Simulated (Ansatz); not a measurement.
SrO:

```
CELL_PARAMETERS angstrom
0.00000 2.56630 2.56630
2.56630 0.00000 2.56630
2.56630 2.56630 0.00000
ATOMIC_POSITIONS crystal
Sr 0.50000 0.50000 0.50000
O 0.00000 0.00000 0.00000
```

Base run:

| Item | Value |
| --- | --- |
| Program | Ansatz 0.2.0 |
| Functional | RPBE |
| Potentials or basis | all-electron LAPW, scalar-relativistic |
| Cutoff | 217 eV (chosen from the basis error) |
| Basis error allowed | 0.001 eV/atom |
| k mesh | 9 × 9 × 9 |
| Occupations | fermi-dirac, width 0.05 eV |
| Spin | no spin polarisation |

Its results: band gap on the k mesh 3.49 eV, indirect (least direct gap 3.57 eV); pressure 6.4 GPa.

Problem. After a change of settings the same cell gave: band gap on the k mesh 3.21 eV, indirect (least direct gap 3.29 eV); pressure -3.8 GPa. Which change was it?
A. functional from RPBE to PBEsol
B. functional from RPBE to LDA
C. functional from RPBE to revPBE
D. functional from RPBE to BLYP

Solution. B.

LDA binds more tightly than RPBE, so the same cell stands under less pressure.
